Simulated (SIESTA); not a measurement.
A run of SIESTA 5.4.2 is set up as follows.

Ni.fdf

```
SystemName                      Ni
SystemLabel                     Ni
NumberOfSpecies                 1
NumberOfAtoms                   1
%block ChemicalSpeciesLabel
  1  28 Ni
%endblock ChemicalSpeciesLabel

LatticeConstant                 1.0 Ang
%block LatticeVectors
     0.0000000000     1.7375729330     1.7375729330
     1.7375729330     0.0000000000     1.7375729330
     1.7375729330     1.7375729330     0.0000000000
%endblock LatticeVectors
AtomicCoordinatesFormat         Fractional
%block AtomicCoordinatesAndAtomicSpecies
     0.0000000000     0.0000000000     0.0000000000  1  Ni
%endblock AtomicCoordinatesAndAtomicSpecies

%block kgrid.MonkhorstPack
    7   0   0  0.0
    0   7   0  0.0
    0   0   7  0.0
%endblock kgrid.MonkhorstPack
XC.Functional                   GGA
XC.Authors                      PBE
PAO.BasisSize                   DZP
PAO.EnergyShift                 0.003 Ry
Mesh.Cutoff                     800 Ry
Spin                            polarized
%block DM.InitSpin
    1   1.000
%endblock DM.InitSpin
OccupationFunction              FD
ElectronicTemperature           0.05 eV
MaxSCFIterations                200
SCF.MustConverge                false
SCF.Mixer.Method                Pulay
SCF.Mixer.Weight                0.1
SCF.Mixer.History               10
SCF.DM.Tolerance                5.0e-05
SCF.H.Tolerance                 1.0e-03 eV
WriteForces                     true
Charge.Mulliken                 end
MD.TypeOfRun                    Broyden
MD.Steps                        40
MD.MaxForceTol                  0.02 eV/Ang
MD.MaxDispl                     0.1 Ang
WriteCoorStep                   true
AtomCoorFormatOut               Fractional
MD.VariableCell                 true
MD.MaxStressTol                 0.1 GPa
Target.Pressure                 10 GPa
%block PAO.Basis
  Ni 5
  n=3 0 2
    2.432 0.000
  n=4 0 2
    7.095 0.000
  n=3 1 2
    2.716 0.000
  n=4 1 1
    7.095
  n=3 2 2
    4.466 0.000
%endblock PAO.Basis
```

Potentials or basis: PseudoDojo 0.4 standard (PBE files), DZP (energy shift 0.003 Ry; two zetas on semicore shells).

Launch:

```bash
$ siesta < Ni.fdf > Ni.out 2>&1
```

Predict the space group after relaxing (to 0.05 Å).

Fm-3m (No. 225).

What does it give for the relaxed volume?

10.41 Å³/atom.

Estimate the band gap on the k mesh.

none (metal or under the smearing width).

Step by step:
```tsv
step	energy change (eV)	largest force (eV/Å)	pressure (GPa)	volume (Å³)
1	0.0000	0.0000	8.14	10.49
2	0.0002	0.0000	8.23	10.49
3	0.0029	0.0000	9.49	10.43
4	0.0041	0.0000	10.05	10.41
```

Caveat: the k mesh is coarse (spacing up to 0.45 Å⁻¹), so the values aren't converged; short orbitals over semicore shells can move pressures by several GPa; the basis of atomic orbitals isn't converged, which shifts pressures, moduli and gaps.
